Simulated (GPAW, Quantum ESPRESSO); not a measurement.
The B K edge of atom 3 in BN (P6_3/mmc), with 3 N at 1.44 Å (trigonal planar, site symmetry -6m2), was computed in 2 ways: full core hole (charged cell) and no core hole. Program and functional: Quantum ESPRESSO XSpectra, PBE, Lorentzian half width 0.3 eV up to 4 eV, rising linearly to 2.5 eV at 25 eV; cells of 4 and 28 atoms (the run without a hole in the smaller).

Each run is counted from its own lowest empty level or Fermi level and scaled to a mean of 1 over its first 20 eV. (XSpectra's own axis starts at xe0, in the gap; it has been shifted.)

```
E (eV)  run 1  run 2
  -2.0   0.05   0.10
  -1.0   0.09   0.30
   0.0   0.47   3.04
   1.0   1.22   0.90
   2.0   0.75   0.20
   3.0   0.62   0.21
   4.0   0.43   0.36
   5.0   0.54   0.53
   6.0   0.77   1.52
   7.0   1.23   2.75
   8.0   1.35   1.65
   9.0   1.16   1.15
  10.0   1.11   1.00
  11.0   1.20   0.95
  12.0   1.17   1.02
  13.0   1.16   0.99
  14.0   1.13   0.90
  15.0   1.11   0.86
  16.0   1.12   0.81
  17.0   1.08   0.76
  18.0   0.98   0.70
  19.0   0.93   0.65
  20.0   0.96   0.65
  21.0   1.06   0.71
  22.0   1.19   0.78
  23.0   1.28   0.80
  24.0   1.28   0.74
  25.0   1.19   0.65
  26.0   1.04   0.56
  27.0   0.90   0.50
  28.0   0.80   0.46
  29.0   0.73   0.43
  30.0   0.69   0.41
  31.0   0.66   0.41
  32.0   0.62   0.40
```

The database entry behind the starting cell differs from later determinations by our own check (about 0.3 % short, minor phase), so it need not match the best structure at ambient conditions.

**Question.** Which run is which?

Run 1: no core hole (area from −2 to 6 eV 4.6, main maxima 0.5 eV (1.21), 1.2 eV (1.28), 7.7 eV (1.37) and 23.5 eV (1.30)). Run 2: full core hole (charged cell) (area from −2 to 6 eV 5.8, main maxima 0.1 eV (3.31), 6.9 eV (2.78), 12.3 eV (1.03) and 22.7 eV (0.80)). With each curve scaled to its own mean, the area from −2 to 6 eV with the hole is 5.8 against 4.6, and the centre of weight from −1 to 20 eV moves by -1.6 eV: the hole pulls the absorber's empty states down.

[Banner, clock and machine lines of the logs are left out without a mark of their own.]

[Logs are printed without paths, hosts, clocks, repeated set-up lines and the standing remarks that a program may print on its own settings, such as how far it seeks lower states.]

[Hosts, paths, dates, database ids (printed as entryN), source tags and the programs' standing remarks are cut or masked in the printed files.]

[Lists of maxima count a maximum above −3 eV only where it reaches 4 % of the highest in the window and stands out from its surroundings by 2 % of it (1.5 % where it reaches 55 %); shoulders and weaker maxima are passed over, and of the rest the first, up to two pre-edge ones and the few strongest are named.]
